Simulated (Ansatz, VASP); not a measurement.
Nb in VASP and in Ansatz

INCAR

```
SYSTEM = Nb
PREC = Accurate
ENCUT = 520
EDIFF = 1E-8
ISMEAR = -1
SIGMA = 0.03
LREAL = .FALSE.
LASPH = .TRUE.
NELM = 60
ALGO = Normal
ISIF = 2
LWAVE = .FALSE.
LCHARG = .FALSE.
GGA = CA
LEFG = .TRUE.
NBANDS = 12
```

File KPOINTS:

```
Automatic mesh
0
G
  13 13 13
  0 0 0
```

POSCAR

```
Nb
1.0
    0.0000000000      2.1428321391      2.1428321391
    2.1428321391      0.0000000000      2.1428321391
    2.1428321391      2.1428321391      0.0000000000
Nb
1
Direct
    0.0000000000      0.0000000000      0.0000000000
```

Input for Ansatz:

```yaml
crystal:
  lattice:
    - [0.0, 2.1428321391, 2.1428321391]
    - [2.1428321391, 0.0, 2.1428321391]
    - [2.1428321391, 2.1428321391, 0.0]
  atoms:
    - { symbol: Nb, position: [0.0, 0.0, 0.0] }
kpoints:
  mp_grid: { grid: [13, 13, 13] }
scf:
  occupations: { method: fermi_dirac, width: 0.03 }
hamiltonian:
  xc: lda
  pseudopotentials: { kind: paw }
output:
  forces: true
  stress: true
  eigenvalues: true
  efg: { contact_densities: true }
```

Change from the starting cell: volume scaled by 1.04, PAW files.

Alike in both runs: task electric field gradients; functional LDA; k mesh 13 × 13 × 13; occupations fermi-dirac, width 0.03 eV; no spin polarisation.

|  | VASP | Ansatz |
| --- | --- | --- |
| version | VASP 6.6.1 | Ansatz 0.2.0 |
| potentials or method | VASP PAW LDA potentials, release 64 (Nb_sv) | PAW with Ansatz's default frozen-core files, scalar-relativistic |
| plane-wave cutoff (eV) | 520 | 420 |
| valence electrons in the cell | 13 | 13 |

|  | VASP | Ansatz | Ansatz less VASP |
| --- | --- | --- | --- |
| pressure (GPa) | -15.7 | -15.6 | +0.10 |
| Vzz of the field gradient on the site that differs most (V/Å²) | 0.0 | 0.0 | 0.00 |

Ansatz warned: «gradients_without_spin_orbit».

Caveats: so large a pressure means that the cell lies far from this level's equilibrium, or that cutoff or potentials fall short (VASP).
